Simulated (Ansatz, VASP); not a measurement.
# Cu8Si (Si/Cu(100)): VASP beside Ansatz, part 2 of 3

One calculation is typed for both programs; each brings its own data sets. How far apart do they land? Of the first pair: The structure shown is the start of the Ansatz relaxation below; VASP solves that cell, so the two are compared at the walk's first step.

VASP 6.6.1 and Ansatz 0.2.0.

So far: The starting structure; Ansatz: relaxation, RPBE.

## (3) VASP: single point, RPBE, start cell, pair 1

Level of this step: RPBE; plane waves and PAW (Cu, Si) (VASP).

The same cell, functional, mesh and smearing now go to VASP, with its own data sets.

Lines of VASP's logs that name or quote its potential files are left out, and so is its time.

INCAR

```
SYSTEM = Cu8Si
PREC = Accurate
ENCUT = 520
EDIFF = 1E-06
NELM = 120
ISMEAR = -1
SIGMA = 0.1
LREAL = .FALSE.
ALGO = Normal
GGA = RP
NBANDS = 114
LASPH = .TRUE.
LORBIT = 11
LWAVE = .FALSE.
LCHARG = .FALSE.
ISIF = 2
LDIPOL = .TRUE.
IDIPOL = 3
DIPOL = 0.5 0.5 0.483
LVHAR = .TRUE.
GGA_COMPAT = .FALSE.
NELMDL = -8
KPAR = 4
```

POSCAR

```
Cu8Si
1.0
    5.1053109602      0.0000000000      0.0000000000
    0.0000000000      5.1053109602      0.0000000000
    0.0000000000      0.0000000000     25.3210422323
Cu Si
16 2
Direct
    0.2500000039      0.2500000039      0.3554356064
    0.0000000039      0.0000000039      0.4267201919
    0.2500000039      0.2500000039      0.5011190252
    0.0000000039      0.0000000039      0.5733443697
    0.2500000039      0.7500000039      0.3554356064
    0.0000000039      0.5000000039      0.4267201919
    0.2500000039      0.7500000039      0.5011190252
    0.0000000039      0.5000000039      0.5733443697
    0.7500000039      0.2500000039      0.3554356064
    0.5000000039      0.0000000039      0.4267201919
    0.7500000039      0.2500000039      0.5011190252
    0.5000000039      0.0000000039      0.5733443697
    0.7500000039      0.7500000039      0.3554356064
    0.5000000039      0.5000000039      0.4267201919
    0.7500000039      0.7500000039      0.5011190252
    0.5000000039      0.5000000039      0.5733443697
    0.2500000039      0.2500000039      0.6445643844
    0.7500000039      0.7500000039      0.6445643844
```

KPOINTS

```
Automatic mesh
0
Gamma
6 6 1
0 0 0
```

PAW data sets: Cu and Si (PBE family, release 64).

Run with:

```sh
mpirun -np 4 vasp_std
```

Numbers of over 12 decimals in the logs are rounded to 6 here.

The log of the run:

```text
[banner, memory and clock lines left out]
running    4 mpi-ranks, on    1 nodes
 distrk:  each k-point on    1 cores,    4 groups
 distr:  one band on    1 cores,    1 groups

 POSCAR found type information on POSCAR CuSi
 POSCAR found :  2 types and      18 ions
|                                                                             |
|               ----> ADVICE to this user running VASP <----                  |
|                                                                             |
|     You have a (more or less) 'large supercell' and for larger cells it     |
|     might be more efficient to use real-space projection operators.         |
|     Therefore, try LREAL= Auto in the INCAR file.                           |
|     Mind: For very accurate calculation, you might also keep the            |
|     reciprocal projection scheme (i.e. LREAL=.FALSE.).                      |
|                                                                             |

|                                                                             |
|               ----> ADVICE to this user running VASP <----                  |
|                                                                             |
|     You enforced a specific xc type in the INCAR file but a different       |
|     [... a line on the potential file left out ...]
|     I HOPE YOU KNOW WHAT YOU ARE DOING!                                     |
|                                                                             |

 LDA part: xc-table for (Slater+PW92), standard interpolation
 POSCAR, INCAR and KPOINTS ok, starting setup
 FFT: planning ... GRIDC
 FFT: planning ... GRID_SOFT
 FFT: planning ... GRID
 WAVECAR not read
 entering main loop
       N       E                     dE             d eps       ncg     rms          rms(c)
DAV:   1     0.166958662067E+04    0.16696E+04   -0.75985E+04  2280   0.186E+03
DAV:   2     0.138840082940E+03   -0.15307E+04   -0.14767E+04  2280   0.415E+02
DAV:   3    -0.582639402859E+02   -0.19710E+03   -0.18389E+03  2398   0.200E+02
DAV:   4    -0.705215249975E+02   -0.12258E+02   -0.11861E+02  2736   0.622E+01
DAV:   5    -0.709814644148E+02   -0.45994E+00   -0.45868E+00  3272   0.952E+00
DAV:   6    -0.709948102194E+02   -0.13346E-01   -0.13342E-01  3520   0.147E+00
DAV:   7    -0.709950194111E+02   -0.20919E-03   -0.20917E-03  3512   0.217E-01
DAV:   8    -0.709950262783E+02   -0.68672E-05   -0.68665E-05  3544   0.379E-02    0.315E+01
DAV:   9    -0.763068485693E+02   -0.53118E+01   -0.18931E+02  2680   0.152E+02    0.214E+01
DAV:  10    -0.769506800750E+02   -0.64383E+00   -0.16237E+02  3208   0.218E+02    0.351E+01
DAV:  11    -0.589609891778E+02    0.17990E+02   -0.52940E+01  3512   0.905E+01    0.802E+00
DAV:  12    -0.571870446377E+02    0.17739E+01   -0.11977E+01  3926   0.512E+01    0.356E+00
DAV:  13    -0.575432347098E+02   -0.35619E+00   -0.62140E+00  2736   0.316E+01    0.261E+00
DAV:  14    -0.575028444822E+02    0.40390E-01   -0.15940E+00  2576   0.186E+01    0.198E+00
[...]
DAV:  28    -0.574488527201E+02   -0.19493E-04   -0.23484E-06  1628   0.172E-02    0.155E-03
DAV:  29    -0.574488671113E+02   -0.14391E-04   -0.15855E-06  1632   0.111E-02    0.148E-03
DAV:  30    -0.574488746161E+02   -0.75048E-05   -0.81945E-07  1636   0.801E-03    0.101E-03
DAV:  31    -0.574488789403E+02   -0.43242E-05   -0.38684E-07  1504   0.684E-03    0.861E-04
DAV:  32    -0.574488828832E+02   -0.39429E-05   -0.17353E-07  1464   0.397E-03    0.600E-04
DAV:  33    -0.574488850414E+02   -0.21582E-05   -0.88700E-08  1416   0.297E-03    0.534E-04
DAV:  34    -0.574488863671E+02   -0.13257E-05   -0.66768E-08  1440   0.285E-03    0.250E-04
DAV:  35    -0.574488866964E+02   -0.32938E-06   -0.21750E-08  1468   0.104E-03
   1 F= -.57448887E+02 E0= -.57324393E+02  d E =-.248986E+00
```

From OUTCAR (step 3):

```text
ion  position               nearest neighbor table
   1  0.250  0.250  0.355-   2 2.55   6 2.55  10 2.55  14 2.55   5 2.55   9 2.55   5 2.55   9 2.55

  LATTYP: Found a simple tetragonal cell.
 ALAT       =     5.1053109602
 C/A-ratio  =     4.9597453377

 Subroutine GETGRP returns: Found  8 space group operations
 (whereof  4 operations were pure point group operations)

The static configuration has the point symmetry C_2v.
 The point group associated with its full space group is C_4v.

 Found     10 irreducible k-points:

   k-points           NKPTS =     10   k-points in BZ     NKDIM =     10   number of bands    NBANDS=    114

   dimension x,y,z NGX =    40 NGY =   40 NGZ =  192
   dimension x,y,z NGXF=    80 NGYF=   80 NGZF=  384

   ENCUT  =  520.0 eV  38.22 Ry    6.18 a.u.   9.49  9.49 47.08*2*pi/ulx,y,z

   NELECT =     184.0000    total number of electrons

 k-points in reciprocal lattice and weights: Automatic mesh
   0.00000000  0.00000000  0.00000000       0.028
   0.16666667  0.00000000  0.00000000       0.111
   0.33333333  0.00000000  0.00000000       0.111
   0.50000000  0.00000000  0.00000000       0.056
   0.16666667  0.16666667  0.00000000       0.111
   0.33333333  0.16666667  0.00000000       0.222
   0.50000000  0.16666667  0.00000000       0.111
   0.33333333  0.33333333  0.00000000       0.111
   0.50000000  0.33333333  0.00000000       0.111
   0.50000000  0.50000000  0.00000000       0.028

 dipolmoment           0.000000      0.000000      0.074227 electrons x Angstroem

 average (electrostatic) potential at core
       1 -71.4681       2 -71.8296       3 -71.8908       4 -72.0157       5 -71.4274
       6 -71.8296       7 -71.7299       8 -72.0157       9 -71.4274      10 -71.8296
      11 -71.7299      12 -72.0157      13 -71.4681      14 -71.8296      15 -71.8908
      16 -72.0157      17 -90.2603      18 -90.2603

 E-fermi :  -0.3634

 k-point     1 :       0.0000    0.0000    0.0000
  band No.  band energies     occupation
    ...
     92      -0.8016      1.97530
     93      -0.6326      1.87304
     94      -0.5995      1.82766
     95      -0.3969      1.16587
     96      -0.3969      1.16587
     97       0.3638      0.00139
     98       1.2153      0.00000
     99       1.2153      0.00000
    100       2.7864      0.00000
    101       2.7864      0.00000
    ...

 k-point     2 :       0.1667    0.0000    0.0000
  band No.  band energies     occupation
    ...
     89      -1.0556      1.99803
     90      -0.7688      1.96589
     91      -0.6808      1.91964
     92      -0.6750      1.91506
     93      -0.4774      1.51525
     94      -0.1398      0.19306
     95       0.1505      0.01165
     96       0.6723      0.00006
     97       0.8138      0.00002
     98       0.8332      0.00001
    ...

 k-point     3 :       0.3333    0.0000    0.0000
  band No.  band energies     occupation
    ...
     87      -1.7956      2.00000
     88      -1.3152      1.99985
     89      -0.7678      1.96555
     90      -0.7642      1.96432
     91      -0.2893      0.64530
     92      -0.1564      0.22400
     93      -0.0188      0.06174
     94       0.0942      0.02038
     95       0.1357      0.01351
     96       0.6139      0.00011
    ...

  Total        0.0360893      0.0360893     -0.7109305      0.0000000      0.0000000      0.0000000
  in kB        0.0876118      0.0876118     -1.7258845      0.0000000      0.0000000      0.0000000
  external PRESSURE =      -0.5168870 kB  Pullay stress =       0.0000000 kB

  energy-cutoff  :      520.00
  volume of cell :      659.97
      direct lattice vectors                 reciprocal lattice vectors
     5.105310960  0.000000000  0.000000000     0.195874455  0.000000000  0.000000000
     0.000000000  5.105310960  0.000000000     0.000000000  0.195874455  0.000000000
     0.000000000  0.000000000 25.321042232     0.000000000  0.000000000  0.039492845

 POSITION                                       TOTAL-FORCE (eV/Angst)
 -----------------------------------------------------------------------------------
      1.27633      1.27633      9.00000        -0.000000     -0.000000     -0.087125
      0.00000      0.00000     10.80500        -0.000000     -0.000000      0.094804
      1.27633      1.27633     12.68886         0.000000      0.000000     -0.183738
      0.00000      0.00000     14.51768         0.000000      0.000000      0.684913
      1.27633      3.82898      9.00000        -0.000000     -0.000000     -0.128009
      0.00000      2.55266     10.80500        -0.000000     -0.000000      0.094804
      1.27633      3.82898     12.68886         0.000000      0.000000     -0.272079
      0.00000      2.55266     14.51768         0.000000     -0.000000      0.684913
      3.82898      1.27633      9.00000        -0.000000     -0.000000     -0.128009
      2.55266      0.00000     10.80500        -0.000000     -0.000000      0.094804
      3.82898      1.27633     12.68886         0.000000      0.000000     -0.272079
      2.55266      0.00000     14.51768         0.000000     -0.000000      0.684913
      3.82898      3.82898      9.00000        -0.000000     -0.000000     -0.087125
      2.55266      2.55266     10.80500        -0.000000     -0.000000      0.094804
      3.82898      3.82898     12.68886         0.000000      0.000000     -0.183738
      2.55266      2.55266     14.51768         0.000000      0.000000      0.684913
      1.27633      1.27633     16.32104        -0.000000     -0.000000     -0.888484
      3.82898      3.82898     16.32104        -0.000000     -0.000000     -0.888484
 -----------------------------------------------------------------------------------
    total drift:                               -0.000023     -0.000023     -0.003974

  FREE ENERGIE OF THE ION-ELECTRON SYSTEM (eV)
  ---------------------------------------------------
  free  energy   TOTEN  =       -57.4488866964 eV

  energy  without entropy=      -57.1999002345  energy(sigma->0) =      -57.32439347

 vacuum level on the upper side and lower side of the slab         4.493         3.978

 total charge
# of ion       s       p       d       tot
------------------------------------------
    1        0.432   0.260   9.205   9.898
    2        0.432   0.364   9.171   9.967
    3        0.432   0.372   9.161   9.965
    4        0.454   0.362   9.145   9.961
    5        0.441   0.256   9.207   9.903
    6        0.432   0.364   9.171   9.967
    7        0.438   0.358   9.180   9.976
    8        0.454   0.362   9.145   9.961
    9        0.441   0.256   9.207   9.903
   10        0.432   0.364   9.171   9.967
   11        0.438   0.358   9.180   9.976
   12        0.454   0.362   9.145   9.961
   13        0.432   0.260   9.205   9.898
   14        0.432   0.364   9.171   9.967
   15        0.432   0.372   9.161   9.965
   16        0.454   0.362   9.145   9.961
   17        0.891   0.628   0.000   1.519
   18        0.891   0.628   0.000   1.519
--------------------------------------------------
tot          8.813   6.651 146.770 162.234

[... 3 further parts left out ...]
```

## (4) Comparison

Known differences besides the potentials themselves: the data sets hold 312 valence electrons in Ansatz (on its default PAW (the set named soft_2) files) and 184 in VASP; the cutoff is 420 eV in Ansatz and 520 eV in VASP; Ansatz makes its cores anew for this functional, VASP keeps those of its PBE data sets. Total energies have different zeros and are not compared.

Forces on 8 of the 18 atoms, those with the largest forces and the largest differences (eV/Å; atoms numbered as in POSCAR):

```csv
atom,"Ansatz x, y, z","VASP x, y, z"
Cu4,"0.000, 0.000, 0.675","0.000, 0.000, 0.685"
Cu5,"0.000, 0.000, -0.100","0.000, 0.000, -0.128"
Cu7,"0.000, 0.000, -0.268","0.000, 0.000, -0.272"
Cu8,"0.000, 0.000, 0.675","0.000, 0.000, 0.685"
Cu12,"0.000, 0.000, 0.675","0.000, 0.000, 0.685"
Cu16,"0.000, 0.000, 0.675","0.000, 0.000, 0.685"
Si17,"0.000, 0.000, -0.919","0.000, 0.000, -0.888"
Si18,"0.000, 0.000, -0.919","0.000, 0.000, -0.888"
```

The forces differ by 10 meV/Å r.m.s., which is 3.8 % of the r.m.s. force of 0.264 eV/Å (both taken over all components). With vacuum in the cell, a pressure given here is an average over mostly empty space and none of the material.

## (5) Ansatz: relaxation, RPBE

This run makes the geometry at which the two programs are then compared.

The structure compared here is the end of the Ansatz relaxation.

input.yaml

```yaml
crystal:
  lattice:
    - [5.1053109602, 0.0, 0.0]
    - [0.0, 5.1053109602, 0.0]
    - [0.0, 0.0, 25.3210422323]
  atoms:
    - { symbol: Cu, position: [0.25, 0.25, 0.3554356064] }
    - { symbol: Cu, position: [0.0, 0.0, 0.4267201919] }
    - { symbol: Cu, position: [0.25, 0.25, 0.5011190358] }
    - { symbol: Cu, position: [0.0, 0.0, 0.5733443578] }
    - { symbol: Cu, position: [0.25, 0.75, 0.3554356064] }
    - { symbol: Cu, position: [0.0, 0.5, 0.4267201919] }
    - { symbol: Cu, position: [0.25, 0.75, 0.5011190358] }
    - { symbol: Cu, position: [0.0, 0.5, 0.5733443578] }
    - { symbol: Cu, position: [0.75, 0.25, 0.3554356064] }
    - { symbol: Cu, position: [0.5, 0.0, 0.4267201919] }
    - { symbol: Cu, position: [0.75, 0.25, 0.5011190358] }
    - { symbol: Cu, position: [0.5, 0.0, 0.5733443578] }
    - { symbol: Cu, position: [0.75, 0.75, 0.3554356064] }
    - { symbol: Cu, position: [0.5, 0.5, 0.4267201919] }
    - { symbol: Cu, position: [0.75, 0.75, 0.5011190358] }
    - { symbol: Cu, position: [0.5, 0.5, 0.5733443578] }
    - { symbol: Si, position: [0.25, 0.25, 0.6445643936] }
    - { symbol: Si, position: [0.75, 0.75, 0.6445643936] }
kpoints:
  mp_grid: { grid: [6, 6, 1] }
hamiltonian:
  xc: rpbe
scf:
  occupations: { method: fermi_dirac, width: 0.1 }
  convergence: { dr2_threshold: 1.0e-08 }
efield:
  axis: 3
  dipole_correction: true
  ramp_position: 0.97
  ramp_width: 0.06
relax:
  f_tol: 0.02
  max_steps: 60
  constraints: [{ sites: [0, 1, 4, 5, 8, 9, 12, 13] }]
output:
  bader: true
  dos: { projected: true, e_range: [-8, 4] }
  write_potential: true
  write_density: true
  volumetric_format: npy
```

Run with:

```sh
ansatz run input.yaml --threads 4 --pin off --max-ram 12288MiB --backend cpu --events-out ev --progress --plain --runs-dir out
```

The log of the run:

```text
[...]
Crystal: 18 atoms, lattice volume = 659.973 Å³
Basis set: ecut = 420 eV, 12877 PW (Γ), exchange–correlation on 72×72×360 points (8 copies of the dense FFT grid, shifted against one another)
Bands: 188, of which v1, the nominal top of the filled ones, is band 156 counted from 1 (155 counted from 0)
Symmetry: 16 space group operations
[...]
k-points: 10 of 36
[...]
- { symbol: Si, position: [0.25, 0.25, 0.638568] }
    - { symbol: Si, position: [0.75, 0.75, 0.638568] }
--- Bader charges: 18 sites ---
  site symbol  charge [e]  shift [e]
     0     Cu     -0.0120     0.0002
     1     Cu      0.0222     0.0002
     2     Cu     -0.0017     0.0000
     3     Cu     -0.1051     0.0024
     4     Cu     -0.0294     0.0002
     5     Cu      0.0222     0.0002
     6     Cu     -0.0062     0.0000
     7     Cu     -0.1051     0.0024
[...]
14     Cu     -0.0017     0.0000
    15     Cu     -0.1051     0.0024
    16     Si      0.2152     0.0047
    17     Si      0.2152     0.0047
  estimated error of the sums over rays = 3.8e-4 e
```

## (6) VASP: single point, RPBE, relaxed cell, pair 2

The same cell, functional, mesh and smearing now go to VASP, with its own data sets.

INCAR: that of step 3 with these lines changed.

```diff
@@ -18,3 +18,3 @@
 IDIPOL = 3
-DIPOL = 0.5 0.5 0.483
+DIPOL = 0.5 0.5 0.484
 LVHAR = .TRUE.
```

POSCAR

```
Cu8Si
1.0
    5.1053109602      0.0000000000      0.0000000000
    0.0000000000      5.1053109602      0.0000000000
    0.0000000000      0.0000000000     25.3210422323
Cu Si
16 2
Direct
    0.2500000000      0.2500000000      0.3554356064
    0.0000000000      0.0000000000      0.4267201919
    0.2500000000      0.2500000000      0.5010298935
    0.0000000000      0.0000000000      0.5758442695
    0.2500000000      0.7500000000      0.3554356064
    0.0000000000      0.5000000000      0.4267201919
    0.2500000000      0.7500000000      0.5006485494
    0.0000000000      0.5000000000      0.5758442695
    0.7500000000      0.2500000000      0.3554356064
    0.5000000000      0.0000000000      0.4267201919
    0.7500000000      0.2500000000      0.5006485494
    0.5000000000      0.0000000000      0.5758442695
    0.7500000000      0.7500000000      0.3554356064
    0.5000000000      0.5000000000      0.4267201919
    0.7500000000      0.7500000000      0.5010298935
    0.5000000000      0.5000000000      0.5758442695
    0.2500000000      0.2500000000      0.6385676224
    0.7500000000      0.7500000000      0.6385676224
```

KPOINTS is that of step 3.

Run with:

```sh
mpirun -np 4 vasp_std
```

The log of the run:

```text
[banner, memory and clock lines left out]
running    4 mpi-ranks, on    1 nodes
[...]
[... a notice as in an earlier step ...]

 [... a notice as in an earlier step ...]

 LDA part: xc-table for (Slater+PW92), standard interpolation
 POSCAR, INCAR and KPOINTS ok, starting setup
[...]
entering main loop
       N       E                     dE             d eps       ncg     rms          rms(c)
DAV:   1     0.167554958934E+04    0.16755E+04   -0.76077E+04  2280   0.186E+03
DAV:   2     0.140656761218E+03   -0.15349E+04   -0.14813E+04  2280   0.415E+02
DAV:   3    -0.585284160221E+02   -0.19919E+03   -0.18586E+03  2410   0.200E+02
DAV:   4    -0.713408761506E+02   -0.12812E+02   -0.12404E+02  2736   0.632E+01
[...]
DAV:  33    -0.576861403092E+02   -0.18044E-05   -0.16855E-07  1480   0.277E-03    0.110E-03
DAV:  34    -0.576861417338E+02   -0.14246E-05   -0.15996E-07  1408   0.426E-03    0.295E-04
DAV:  35    -0.576861424277E+02   -0.69384E-06   -0.48623E-08  1420   0.154E-03
   1 F= -.57686142E+02 E0= -.57569013E+02  d E =-.234260E+00
```

OUTCAR, selected parts (step 6):

```text
  Total        2.2374287      2.2374287      1.1906528      0.0000000      0.0000000      0.0000000
  in kB        5.4316754      5.4316754      2.8904784      0.0000000      0.0000000      0.0000000
  external PRESSURE =       4.5846097 kB  Pullay stress =       0.0000000 kB

 POSITION                                       TOTAL-FORCE (eV/Angst)
 -----------------------------------------------------------------------------------
      1.27633      1.27633      9.00000         0.000000      0.000000     -0.093683
      0.00000      0.00000     10.80500         0.000000     -0.000000      0.088517
      1.27633      1.27633     12.68660        -0.000000      0.000000      0.002195
      0.00000      0.00000     14.58098        -0.000000      0.000000      0.008207
      1.27633      3.82898      9.00000         0.000000      0.000000     -0.129294
      0.00000      2.55266     10.80500         0.000000      0.000000      0.088517
      1.27633      3.82898     12.67694        -0.000000      0.000000     -0.011642
      0.00000      2.55266     14.58098         0.000000      0.000000      0.008207
      3.82898      1.27633      9.00000        -0.000000      0.000000     -0.129294
      2.55266      0.00000     10.80500         0.000000      0.000000      0.088517
      3.82898      1.27633     12.67694        -0.000000      0.000000     -0.011642
      2.55266      0.00000     14.58098        -0.000000      0.000000      0.008207
      3.82898      3.82898      9.00000        -0.000000      0.000000     -0.093683
      2.55266      2.55266     10.80500         0.000000     -0.000000      0.088517
[...]
-----------------------------------------------------------------------------------
    total drift:                               -0.000000      0.000000     -0.005733

  FREE ENERGIE OF THE ION-ELECTRON SYSTEM (eV)
  ---------------------------------------------------
  free  energy   TOTEN  =       -57.6861424277 eV

  energy  without entropy=      -57.4518825983  energy(sigma->0) =      -57.56901251

[... 2 parts as in an earlier step ...]

[... 1 further part left out ...]
[key lines of the parts left out:]
E-fermi :  -0.3517
```

(Part 2 of 3 ends here.)

[Lines on the potential files, build, host, timing and source positions are cut from VASP's logs without a mark.]

[Logs are printed without paths, hosts, clocks, repeated set-up lines and the standing remarks that a program may print on its own settings, such as how far it seeks lower states.]

[Hosts, paths, dates, database ids (printed as entryN), source tags and the programs' standing remarks are cut or masked in the printed files.]
